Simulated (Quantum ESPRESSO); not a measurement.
**SiC (Moissanite 6H) under changes of volume**

One of the cells (10.487 Å³/atom); the others are scaled copies at fixed shape and fractional positions:

```
CELL_PARAMETERS angstrom
3.09500 0.00000 0.00000
-1.54750 2.68035 0.00000
0.00000 0.00000 15.17000
ATOMIC_POSITIONS crystal
Si 0.66667 0.33333 0.45830
Si 0.33333 0.66667 0.95830
Si 0.66667 0.33333 0.79170
Si 0.33333 0.66667 0.29170
Si 0.00000 0.00000 0.62500
Si 0.00000 0.00000 0.12500
C 0.66667 0.33333 0.33330
C 0.33333 0.66667 0.83330
C 0.66667 0.33333 0.66670
C 0.33333 0.66667 0.16670
C 0.00000 0.00000 0.50000
C 0.00000 0.00000 0.00000
```

```yaml
Program: Quantum ESPRESSO 7.5
Functional: LDA
Potentials_or_basis: GBRV 1.5 LDA
Cutoff: 612 eV
Density_cutoff: 4898 eV
k_mesh: 10 × 10 × 2
Occupations: fermi-dirac, width 0.05 eV
Spin: no spin polarisation
```

```tsv
volume (Å³/atom)	energy over the lowest point (meV/atom)	pressure (GPa)	gap on the mesh (eV)
9.858	5.47	6.7	1.97
10.068	0.00	1.5	1.97
10.277	?	?	?
10.487	7.71	-7.4	1.98
10.697	19.74	-11.2	1.98
10.907	36.52	-14.6	1.98
11.116	57.60	-17.7	1.99
```

What does the run at 10.277 Å³/atom give?

Energy over the lowest point 0.95 meV/atom; pressure -3.2 GPa; gap on the mesh 1.98 eV.

Worked out: A Birch-Murnaghan fit of order 3 (a polynomial in V^(-2/3)) to the other rows has its minimum at 10.14 Å³/atom with B0 = V·E''(V) = 228 GPa and B' = 3.7 at fixed shape and positions, which overstates the stiffness. It gives 0.95 meV/atom at 10.277 Å³/atom, against the run's 0.95, and -dE/dV = -3.0 GPa, against -3.2. A straight line through the other rows of the gap, of slope 0.152 eV per unit of ln V, gives 1.97 eV, against the run's 1.98.

Energies are extrapolated to zero smearing.

A mesh can miss the band edges.
